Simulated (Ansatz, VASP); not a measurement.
**Two plane-wave programs on AlGaN2**

The input INCAR:

```
PREC = Accurate ; ENCUT = 520
EDIFF = 1E-6 ; ISMEAR = 0
SIGMA = 0.05 ; LREAL = F
LASPH = T ; NELM = 100
ALGO = Normal ; ISIF = 2
LWAVE = F ; LCHARG = F
GGA = CA ; NBANDS = 21
```

KPOINTS

```
regular mesh
0
Gamma
  8 8 6
```

Contents of POSCAR:

```
AlGaN2
1.0
    3.1408770487      0.0000000000      0.0000000000
    0.0000000000      3.1408770487      0.0000000000
    0.0000000000      0.0000000000      4.4238379400
Al Ga N
1 1 2
Direct
    0.5000000000      0.5000000000      0.5000000000
    0.0000000000      0.0000000000      0.0000000000
    0.5000000000      0.0000000000      0.7450462519
    0.0000000000      0.5000000000      0.2549537481
```

Input for Ansatz:

```yaml
crystal:
  lattice:
    - [3.1408770487, 0.0, 0.0]
    - [0.0, 3.1408770487, 0.0]
    - [0.0, 0.0, 4.42383794]
  atoms:
    - { symbol: Al, position: [0.5, 0.5, 0.5] }
    - { symbol: Ga, position: [0.0, 0.0, 0.0] }
    - { symbol: "N", position: [0.5, 0.0, 0.7450462519] }
    - { symbol: "N", position: [0.0, 0.5, 0.2549537481] }
basis:
  ecutwfc: 420
kpoints:
  mp_grid: { grid: [8, 8, 6] }
hamiltonian:
  xc: lda
scf:
  occupations: { method: gaussian, width: 0.05 }
output:
  forces: true
  stress: true
  eigenvalues: true
  write_density: true
  write_potential: true
  elf: true
  volumetric_format: npy
```

Change from the starting cell: mode 12 (682.2 1/cm) frozen in, largest displacement +0.030 Å.

Alike in both runs: task single point; functional LDA; k mesh 8 × 8 × 6; occupations gaussian, width 0.05 eV; no spin polarisation.

|  | VASP | Ansatz |
| --- | --- | --- |
| version | VASP 6.6.1 | Ansatz 0.2.0 |
| potentials or method | VASP PAW LDA potentials, release 64 (Al, Ga_d, N) | scalar-relativistic, plane waves, PAW |
| plane-wave cutoff (eV) | 520 | 420 |
| valence electrons in the cell | 26 | 26 |

Ansatz gave:

- gap on the k mesh at the Fermi level (eV): 2.88
- least direct gap on the mesh (eV): 2.88
- pressure (GPa): -4.9
- largest component of the traceless stress (GPa): 0.15
- rms of the force components (eV/Å): 0.214

Question: What did VASP give for the same quantities?

Answer: gap on the k mesh at the Fermi level (eV): 2.89; least direct gap on the mesh (eV): 2.89; pressure (GPa): -4.1; largest component of the traceless stress (GPa): 0.15; rms of the force components (eV/Å): 0.228.

Atom by atom the forces differ by 0.014 eV/Å (rms over components).

A k mesh can miss the band edges.
